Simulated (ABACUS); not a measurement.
# BaTiO3 (Pm-3m) in ABACUS: notebook

Runs on BaTiO3. Level: r2SCAN. Tasks: band structure, equation of state.

Program: ABACUS 3.10.1. These are calculated values, not measurements. Logs are shortened: lines on timing, memory, paths and dates and some standing lists are left out, and cuts for length are marked.

### 1 Starting point

The structure is cubic, space group Pm-3m (No. 221). The conventional cell has a = 4.006 Å, b = 4.006 Å, c = 4.006 Å, α = 90.00°, β = 90.00°, γ = 90.00°. Ba (site symmetry m-3m) is surrounded by 12 O at 2.83 Å. Around Ti (site symmetry m-3m) lie 6 O at 2.00 Å. O (site symmetry 4/mmm) is surrounded by 2 Ti at 2.00 Å.

### 2 Band structure, r2SCAN

INPUT

```
INPUT_PARAMETERS
suffix              BaTiO3
calculation         nscf
basis_type          pw
pseudo_dir          ./
symmetry            -1
dft_functional      MGGA_X_R2SCAN+MGGA_C_R2SCAN
ecutwfc             97.0
pseudo_rcut         7
nspin               1
nbands              30
ks_solver           dav
smearing_method     fd
smearing_sigma      0.00367493
scf_thr             1e-08
scf_nmax            100
mixing_type         broyden
mixing_beta         0.7
mixing_tau          1
init_chg            file
pw_diag_thr         1e-07
out_band            1
kpar                4
```

STRU

```
ATOMIC_SPECIES
Ba 137.3270 Ba_ONCV_PBE-1.2.upf
Ti 47.8670 Ti_ONCV_PBE-1.2.upf
O 15.9990 O_ONCV_PBE-1.2.upf

LATTICE_CONSTANT
1.8897261246

LATTICE_VECTORS
4.0060000000 0.0000000000 0.0000000000
0.0000000000 4.0060000000 0.0000000000
0.0000000000 0.0000000000 4.0060000000

ATOMIC_POSITIONS
Direct

Ba
0.0
1
0.5000000000 0.5000000000 0.5000000000 1 1 1

Ti
0.0
1
0.0000000000 0.0000000000 0.0000000000 1 1 1

O
0.0
3
0.0000000000 0.0000000000 0.5000000000 1 1 1
0.5000000000 0.0000000000 0.0000000000 1 1 1
0.0000000000 0.5000000000 0.0000000000 1 1 1
```

KPT

```
K_POINTS
8
Line
0.00000000 0.00000000 0.00000000 6 // G
0.00000000 0.50000000 0.00000000 6 // X
0.50000000 0.50000000 0.00000000 6 // M
0.00000000 0.00000000 0.00000000 6 // G
0.50000000 0.50000000 0.50000000 6 // R
0.00000000 0.50000000 0.00000000 1 // X
0.50000000 0.50000000 0.00000000 6 // M
0.50000000 0.50000000 0.50000000 1 // R
```

Potentials or basis: SG15 ONCV 1.2 PBE, plane waves.

On the command line:

```
$ OMP_NUM_THREADS=1 mpirun -np 4 abacus > log
```

running log:

```text
ABACUS v3.10.1

               Atomic-orbital Based Ab-initio Computation at UStc

 ------------------------------------------------------------------------------------

 READING GENERAL INFORMATION
                           global_out_dir = OUT.BaTiO3/
                           global_in_card = INPUT
                               pseudo_dir = ./
                              orbital_dir =
                                    DSIZE = 4
                                    GSIZE = 1

 READING UNITCELL INFORMATION
                                    ntype = 3
                  lattice constant (Bohr) = 1.88973
              lattice constant (Angstrom) = 1

 READING ATOM TYPE 1
                               atom label = Ba
                      L=0, number of zeta = 1
                      L=1, number of zeta = 1
                      L=2, number of zeta = 1
             number of atom for this type = 1

 READING ATOM TYPE 2
                               atom label = Ti
                      L=0, number of zeta = 1
                      L=1, number of zeta = 1
                      L=2, number of zeta = 1
             number of atom for this type = 1

 READING ATOM TYPE 3
                               atom label = O
                      L=0, number of zeta = 1
                      L=1, number of zeta = 1
                      L=2, number of zeta = 1
             number of atom for this type = 3

                        TOTAL ATOM NUMBER = 5
DIRECT COORDINATES
    atom                   x                   y                   z     mag                  vx                  vy                  vz
taud_Ba1            0.5000000000        0.5000000000        0.5000000000  0.0000        0.0000000000        0.0000000000        0.0000000000
taud_Ti1            0.0000000000        0.0000000000        0.0000000000  0.0000        0.0000000000        0.0000000000        0.0000000000
taud_O1            0.0000000000        0.0000000000        0.5000000000  0.0000        0.0000000000        0.0000000000        0.0000000000
taud_O2            0.5000000000        0.0000000000        0.0000000000  0.0000        0.0000000000        0.0000000000        0.0000000000
taud_O3            0.0000000000        0.5000000000        0.0000000000  0.0000        0.0000000000        0.0000000000        0.0000000000

                          Volume (Bohr^3) = 433.84
                             Volume (A^3) = 64.2884

 Lattice vectors: (Cartesian coordinate: in unit of a_0)
               +4.006                  +0                  +0
                   +0              +4.006                  +0
                   +0                  +0              +4.006
 Reciprocal vectors: (Cartesian coordinate: in unit of 2 pi/a_0)
            +0.249626                  -0                  +0
                   -0           +0.249626                  -0
                   +0                  -0           +0.249626
 The esolver type has been set to : ksdft_pw

                PAO radial cut off (Bohr) = 7

 Read in pseudopotential file is Ba_ONCV_PBE-1.2.upf
                     pseudopotential type = NC
          exchange-correlation functional = PBE
                 nonlocal core correction = 0
                        valence electrons = 10
                                     lmax = 3
                           number of zeta = 0
                     number of projectors = 8
                           L of projector = 0
                           L of projector = 0
                           L of projector = 1
                           L of projector = 1
                           L of projector = 2
                           L of projector = 2
                           L of projector = 3
                           L of projector = 3
 XC functional updated to : MGGA_X_R2SCAN+MGGA_C_R2SCAN
          exchange-correlation functional = MGGA_X_R2SCAN+MGGA_C_R2SCAN
                PAO radial cut off (Bohr) = 7

 Read in pseudopotential file is Ti_ONCV_PBE-1.2.upf
                     pseudopotential type = NC
          exchange-correlation functional = PBE
                 nonlocal core correction = 0
                        valence electrons = 12
                                     lmax = 2
                           number of zeta = 0
                     number of projectors = 6
                           L of projector = 0
                           L of projector = 0
                           L of projector = 1
                           L of projector = 1
                           L of projector = 2
                           L of projector = 2
 XC functional updated to : MGGA_X_R2SCAN+MGGA_C_R2SCAN
          exchange-correlation functional = MGGA_X_R2SCAN+MGGA_C_R2SCAN
                PAO radial cut off (Bohr) = 7

 Read in pseudopotential file is O_ONCV_PBE-1.2.upf
                     pseudopotential type = NC
          exchange-correlation functional = PBE
                 nonlocal core correction = 0
                        valence electrons = 6
                                     lmax = 1
                           number of zeta = 0
                     number of projectors = 4
                           L of projector = 0
                           L of projector = 0
                           L of projector = 1
                           L of projector = 1
 XC functional updated to : MGGA_X_R2SCAN+MGGA_C_R2SCAN
          exchange-correlation functional = MGGA_X_R2SCAN+MGGA_C_R2SCAN
     initial pseudo atomic orbital number = 0

 SETUP THE ELECTRONS NUMBER
            electron number of element Ba = 10
      total electron number of element Ba = 10
            electron number of element Ti = 12
      total electron number of element Ti = 12
             electron number of element O = 6
       total electron number of element O = 18
            AUTOSET number of electrons:  = 40
                           occupied bands = 20
                                   NBANDS = 30
                                   NLOCAL = 45

%%%%%%%%%%%%%%%%%%%%%%%%%%%%%%%%%%%%%%%%%%%%%%%%%%%%%%%%%%%%%%%%%%%%%%%%%%%%%%%%%%%%%%%%%%%%%%%%%%%%%%%%%%
 Warning: the number of valence electrons in pseudopotential > 2 for Ba: [Xe] 6s2
 Warning: the number of valence electrons in pseudopotential > 4 for Ti: [Ar] 3d2 4s2
 Pseudopotentials with additional electrons can yield (more) accurate outcomes, but may be less efficient.
 If you're confident that your chosen pseudopotential is appropriate, you can safely ignore this warning.
%%%%%%%%%%%%%%%%%%%%%%%%%%%%%%%%%%%%%%%%%%%%%%%%%%%%%%%%%%%%%%%%%%%%%%%%%%%%%%%%%%%%%%%%%%%%%%%%%%%%%%%%%%

 SETUP THE PLANE WAVE BASIS
 energy cutoff for charge/potential (unit:Ry) = 388
            fft grid for charge/potential = [ 48, 48, 48 ]
                        fft grid division = [ 1, 1, 1 ]
        big fft grid for charge/potential = [ 48, 48, 48 ]
                                     nbxx = 110592
                                     nrxx = 110592

 SETUP PLANE WAVES FOR CHARGE/POTENTIAL
                    number of plane waves = 56019
                         number of sticks = 1765

 PARALLEL PW FOR CHARGE/POTENTIAL
     PROC   COLUMNS(POT)             PW
        1           1765          56019
 --------------- sum -------------------
        1           1765          56019
                            number of |g| = 472
                                  max |g| = 35.0822
                                  min |g| = 0

----------- Double Check Mixing Parameters Begin ------------
mixing_type: broyden
mixing_beta: 0.7
mixing_gg0: 1
mixing_gg0_min: 0.1
mixing_ndim: 8
----------- Double Check Mixing Parameters End ------------

 SETUP K-POINTS
                                    nspin = 1
                                   nkstot = 38
K-POINTS DIRECT COORDINATES
 KPOINTS    DIRECT_X    DIRECT_Y    DIRECT_Z  WEIGHT
       1  0.00000000  0.00000000  0.00000000  1.0000
       2  0.00000000  0.08333333  0.00000000  1.0000
       3  0.00000000  0.16666667  0.00000000  1.0000
       4  0.00000000  0.25000000  0.00000000  1.0000
       5  0.00000000  0.33333333  0.00000000  1.0000
       6  0.00000000  0.41666667  0.00000000  1.0000
[... 22 lines left out ...]
      29  0.16666667  0.50000000  0.16666667  1.0000
      30  0.08333333  0.50000000  0.08333333  1.0000
[... 8 further k points ...]

           k-point number in this process = 10
       minimum distributed K point number = 9

[... K-POINTS CARTESIAN COORDINATES: 10 rows ...]

[... K-POINTS DIRECT COORDINATES: 10 rows ...]

 SETUP PLANE WAVES FOR WAVE FUNCTIONS
     energy cutoff for wavefunc (unit:Ry) = 97
              fft grid for wave functions = [ 48, 48, 48 ]
                    number of plane waves = 8121
                         number of sticks = 489

 PARALLEL PW FOR WAVE FUNCTIONS
     PROC   COLUMNS(POT)             PW
        1            489           8121
 --------------- sum -------------------
        1            489           8121

 SETUP NONLOCAL PSEUDOPOTENTIALS IN PLANE WAVE BASIS
 Ba non-local projectors:
 projector 1 L=0
 projector 2 L=0
 projector 3 L=1
 projector 4 L=1
 projector 5 L=2
 projector 6 L=2
 projector 7 L=3
 projector 8 L=3
 Ti non-local projectors:
 projector 1 L=0
 projector 2 L=0
 projector 3 L=1
 projector 4 L=1
 projector 5 L=2
 projector 6 L=2
 O non-local projectors:
 projector 1 L=0
 projector 2 L=0
 projector 3 L=1
 projector 4 L=1
      TOTAL NUMBER OF NONLOCAL PROJECTORS = 74

 Init Non-Local PseudoPotential table :
 Init Non-Local-Pseudopotential done.

                                     npwx = 7015

 -------------------------------------------
 NONSELF-CONSISTENT
 -------------------------------------------
                                 init_chg = file
 try to read charge from file
 Read in the charge density: OUT.BaTiO3//BaTiO3-CHARGE-DENSITY.restart
 try to read kinetic energy density from file
 Read in the kinetic energy density: OUT.BaTiO3//BaTiO3-TAU-DENSITY.restart

 PW ALGORITHM --------------- ION=   1  ELEC=   1--------------------------------

 k(1/38) Iter steps (avg)=19 threshold=1e-07

 k(2/38) Iter steps (avg)=21 threshold=1e-07
 k(3/38) Iter steps (avg)=19 threshold=1e-07
 k(4/38) Iter steps (avg)=20 threshold=1e-07
 k(5/38) Iter steps (avg)=21 threshold=1e-07
 k(6/38) Iter steps (avg)=21 threshold=1e-07
 k(7/38) Iter steps (avg)=21 threshold=1e-07
 k(8/38) Iter steps (avg)=21 threshold=1e-07
 k(9/38) Iter steps (avg)=21 threshold=1e-07
 k(10/38) Iter steps (avg)=20 threshold=1e-07
[... levels at 10 k points of this process ...]

 Density error is 0.00000000000
                          Error Threshold = 1.00000000000e-07
----------------------------------------------------------
     Energy           Rydberg                 eV
----------------------------------------------------------
 E_KohnSham     -263.4400701398      -3584.2860354206
 E_KS(sigma->0) -263.4400701398      -3584.2860354205
 E_Harris       -263.4400701398      -3584.2860354206
 E_band         -13.0495819984       -177.5486716962
 E_one_elec     -71.8166927088       -977.1162323541
 E_Hartree      58.7521366363        799.3638279283
 E_xc           -43.2264788918       -588.1264174057
 E_Ewald        -207.1490351755      -2818.4072135889
 E_entropy(-TS) -0.0000000000        -0.0000000002
 E_descf        0.0000000000         0.0000000000
 E_exx          0.0000000000         0.0000000000
 E_Fermi        0.8187425039         11.1395632477
----------------------------------------------------------

 charge density convergence is achieved
 final etot is -3584.2860354 eV
 EFERMI = 11.139563248 eV

 STATE ENERGY(eV) AND OCCUPATIONS    NSPIN == 1
 1/10 kpoint (Cartesian) = 0.0000 0.0000 0.0000 (6979 pws)
       1       -49.3290      0.0526316
       2       -24.3158      0.0526316
       3       -24.3158      0.0526316
       4       -24.3158      0.0526316
       5       -15.5055      0.0526316
       6       -8.03626      0.0526316
[... 22 lines left out ...]
      29        19.3220    4.45963e-73
      30        19.3220    4.45963e-73

 2/10 kpoint (Cartesian) = 0.0000 0.020802 0.0000 (7015 pws)
       1       -49.3290      0.0526316
       2       -24.3196      0.0526316
       3       -24.3157      0.0526316
       4       -24.3157      0.0526316
       5       -15.4972      0.0526316
       6       -8.03670      0.0526316
[... 22 lines left out ...]
      29        19.3002    6.89295e-73
      30        19.4017    9.06055e-74

 3/10 kpoint (Cartesian) = 0.0000 0.041604 0.0000 (7008 pws)
       1       -49.3288      0.0526316
       2       -24.3297      0.0526316
       3       -24.3154      0.0526316
       4       -24.3154      0.0526316
       5       -15.4745      0.0526316
       6       -8.05115      0.0526316
[... 22 lines left out ...]
      29        19.2405    2.27940e-72
      30        19.6178    1.20219e-75

 4/10 kpoint (Cartesian) = 0.0000 0.062406 0.0000 (7000 pws)
       1       -49.3286      0.0526316
       2       -24.3435      0.0526316
       3       -24.3149      0.0526316
       4       -24.3149      0.0526316
       5       -15.4431      0.0526316
       6       -8.09665      0.0526316
[... 22 lines left out ...]
      29        19.5950    1.89787e-75
      30        19.9092    3.53892e-78

 5/10 kpoint (Cartesian) = 0.0000 0.083209 0.0000 (6996 pws)
       1       -49.3283      0.0526316
       2       -24.3573      0.0526316
       3       -24.3144      0.0526316
       4       -24.3144      0.0526316
       5       -15.4112      0.0526316
       6       -8.16186      0.0526316
[... 22 lines left out ...]
      29        20.1958    1.14843e-80
      30        20.1958    1.14843e-80

 6/10 kpoint (Cartesian) = 0.0000 0.10401 0.0000 (6984 pws)
       1       -49.3281      0.0526316
       2       -24.3673      0.0526316
       3       -24.3140      0.0526316
       4       -24.3140      0.0526316
       5       -15.3875      0.0526316
       6       -8.21713      0.0526316
[... 22 lines left out ...]
      29        20.4018    1.86380e-82
      30        20.4018    1.86380e-82

[... levels at 4 further k points ...]

 --------------------------------------------
 !FINAL_ETOT_IS -3584.286035420629 eV
 --------------------------------------------

 Output bands in file: OUT.BaTiO3/BANDS_1.dat
```

Wall time 63 s (4 MPI ranks of Intel Xeon Platinum 8375C at 2.90GHz (Ice Lake), shared host); peak memory 0.64 GiB.

Results:

```yaml
Band_gap_along_the_path: 2.25 eV, indirect (least direct gap 2.39 eV)
```

Levels at the corners of the path, in eV from the Fermi level:
```csv
point,band 18,band 19,band 20,band 21,band 22,band 23
Γ,-1.28,-1.28,-1.28,1.11,1.11,1.11
X,-2.95,-1.87,-1.87,1.24,2.83,2.83
M,-2.01,-2.01,-1.20,2.85,2.85,3.31
Γ,-1.28,-1.28,-1.28,1.11,1.11,1.11
R,-1.14,-1.14,-1.14,3.55,3.55,3.55
X,-2.95,-1.87,-1.87,1.24,2.83,2.83
M,-2.01,-2.01,-1.20,2.85,2.85,3.31
R,-1.14,-1.14,-1.14,3.55,3.55,3.55
```

Caveat: the density is read from an earlier self-consistent run, whose mesh may be coarse; spin-orbit coupling is left out, which moves the levels of the heavy elements.

[end of part 1 of 2]
